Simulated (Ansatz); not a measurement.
The system is TiSe.

```
Ti Se
1.0
     3.40340    0.00000    0.00000
     0.00000    3.40340    0.00000
     0.00000    0.00000    3.40340
Ti Se
1 1
Direct
  0.00000 0.00000 0.00000
  0.50000 0.50000 0.50000
```

The cell comes from a database or a generator and needn't be the stable form of this composition.

| Quantity | Value |
| --- | --- |
| Program | Ansatz 0.2.0 |
| Task | relaxation of cell and atoms |
| Functional | PBE0 |
| Potentials or basis | Ansatz PAW |
| Cutoff | 420 eV (not typed: the program's choice for these potentials) |
| k mesh | 4 × 4 × 4 |
| Occupations | fermi-dirac, width 0.05 eV |
| Spin | no spin polarisation |

At the start: volume 19.71 Å³/atom.

**Question.** How do energy, volume and symmetry change on relaxing?

**Answer.** It ends after 6 steps and the volume is 16.15 Å³/atom (-18.1 %); space group Pm-3m (No. 221, to 0.05 Å).

The path:
```tsv
step	energy change (eV)	largest force (eV/Å)	volume (Å³)
1	0.0000	0.0000	39.42
2	-0.4105	0.0000	33.93
3	-0.4351	0.0000	31.60
4	-0.4412	0.0000	32.36
5	-0.4413	0.0000	32.30
6	-0.4394	0.0000	32.30
```

Final structure:
```xyz
2
Lattice="3.1847 0.0000 0.0000 0.0000 3.1847 0.0000 0.0000 0.0000 3.1847" Properties=species:S:1:pos:R:3 pbc="T T T"
Ti    0.0000    0.0000    0.0000
Se    1.5924    1.5924    1.5924
```

Caveat: the k mesh is coarse (spacing up to 0.46 Å⁻¹), so the values aren't converged, least of all with exact exchange; the volume moved by over 15 % at a fixed basis, so the end points are rough; the plane-wave basis is chosen anew once the cell has moved, so the energies of steps on either side of that aren't comparable; the PAW data sets come from PBE, with cores solved anew for the run's functional, which leaves a small shift of forces and pressure.
